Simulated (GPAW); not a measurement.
The system is WS2 (Tungstenite).

```
W S
1.0
     3.18000    0.00000    0.00000
    -1.59000    2.75396    0.00000
     0.00000    0.00000   12.50000
W S
2 4
Direct
  0.66667 0.33333 0.75000
  0.33333 0.66667 0.25000
  0.66667 0.33333 0.37500
  0.33333 0.66667 0.87500
  0.66667 0.33333 0.12500
  0.33333 0.66667 0.62500
```

| Quantity | Value |
| --- | --- |
| Program | GPAW 26.7.0 |
| Task | relaxation of cell and atoms |
| Functional | revPBE |
| Dispersion | D4 |
| Potentials or basis | the program's PAW data sets (release 1.2.1) made for this functional |
| Cutoff | 600 eV |
| Basis | pw |
| k mesh | 6 × 6 × 2 |
| Occupations | fermi-dirac, width 0.05 eV |
| Spin | no spin polarisation |

At the start: pressure -2.5 GPa; volume 18.24 Å³/atom.

Task: How do energy, volume and symmetry change on relaxing?

Result: Over 11 steps the energy falls by 18.3 meV/atom and the volume is 16.86 Å³/atom (-7.6 %); space group P6_3/mmc (No. 194, to 0.05 Å).

Step by step:
| step | energy change (eV) | largest force (eV/Å) | pressure (GPa) | volume (Å³) |
| --- | --- | --- | --- | --- |
| 1 | 0.0000 | 0.2512 | -2.51 | 109.47 |
| 2 | -0.0072 | 0.2063 | -2.57 | 109.25 |
| 3 | -0.0502 | 0.1692 | -2.43 | 106.45 |
| 4 | -0.0562 | 0.1480 | -1.83 | 105.74 |
| 5 | -0.0659 | 0.0240 | 0.08 | 104.19 |
| 6 | -0.0684 | 0.0911 | 0.52 | 103.94 |
| 7 | -0.0757 | 0.2270 | 1.28 | 103.36 |
| 8 | -0.0862 | 0.3247 | 1.82 | 102.51 |
| 9 | -0.0998 | 0.3144 | 1.82 | 101.30 |
| 10 | -0.1073 | 0.1652 | 0.92 | 101.00 |
| 11 | -0.1098 | 0.0212 | 0.05 | 101.19 |

Final structure:
```
W S
1.0
     3.14179    0.00000    0.00000
    -1.57089    2.72087    0.00000
     0.00000    0.00000   11.83688
W S
2 4
Direct
  0.66667 0.33333 0.75000
  0.33333 0.66667 0.25000
  0.66667 0.33333 0.38339
  0.33333 0.66667 0.88339
  0.66667 0.33333 0.11661
  0.33333 0.66667 0.61661
```

Caveat: the k mesh is coarse; later steps reuse the first step's grids.
